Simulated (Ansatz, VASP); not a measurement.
Ni: programs and potentials compared

The starting cell:

```
Ni
1.0
     0.00000    1.73757    1.73757
     1.73757    0.00000    1.73757
     1.73757    1.73757    0.00000
Ni
1
Direct
  0.00000 0.00000 0.00000
```

Alike in all runs: task relaxation of cell and atoms; functional PBEsol; dispersion D3(BJ); k mesh 13 × 13 × 13; occupations fermi-dirac, width 0.05 eV; collinear spin, ferromagnetic start; no spin-orbit coupling.

```tsv
program and potentials	plane-wave cutoff (eV)	notes	equilibrium volume (Å³/atom)
Ansatz, Ansatz PAW	420	potentials made for PBE, which Ansatz adapts in part; 18 valence electrons an atom on average	10.08
VASP, PBE PAW files Ni, 600 eV	600	potentials made for PBE; 10 valence electrons an atom on average	10.08
Ansatz, all-electron LAPW, scalar-relativistic	-	-	10.08
```

All agree on the equilibrium volume. The state is the one that the start led to, which needn't be the lowest. Relaxations stop with a little pressure left, so the last digit of a volume isn't settled.

Differences between rows come from potentials, basis sets and numerical settings, since the functional is the same but for its coding. Runs on potential files found faulty are left out.
